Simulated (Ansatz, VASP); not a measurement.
# Ti in VASP and in Ansatz

```
Ti
1.0
     2.95000    0.00000    0.00000
    -1.47500    2.55477    0.00000
     0.00000    0.00000    4.68000
Ti
2
Direct
  0.66667 0.33333 0.75000
  0.33333 0.66667 0.25000
```

Alike in both runs: task single point; functional PBEsol; k mesh 10 × 10 × 6; occupations fermi-dirac, width 0.05 eV; no spin polarisation.

|  | VASP | Ansatz |
| --- | --- | --- |
| version | VASP 6.6.1 | Ansatz 0.2.0 |
| potentials or method | VASP PAW PBE potentials, release 64 (Ti_sv), cutoff 520 eV | all-electron LAPW, scalar-relativistic |

```csv
,VASP,Ansatz,Ansatz less VASP
gap on the k mesh at the Fermi level (eV),none,none,-
pressure (GPa),-5.9,-5.7,+0.19
largest component of the traceless stress (GPa),0.34,0.34,-0.004
```

A gap of «none» marks a metal or a gap that the smearing closes. Ansatz ran all-electron here, so the differences hold the error of VASP's frozen core and of both bases.

Caveats: the PAW data sets were made with another functional, which shifts forces and pressure a little (VASP).
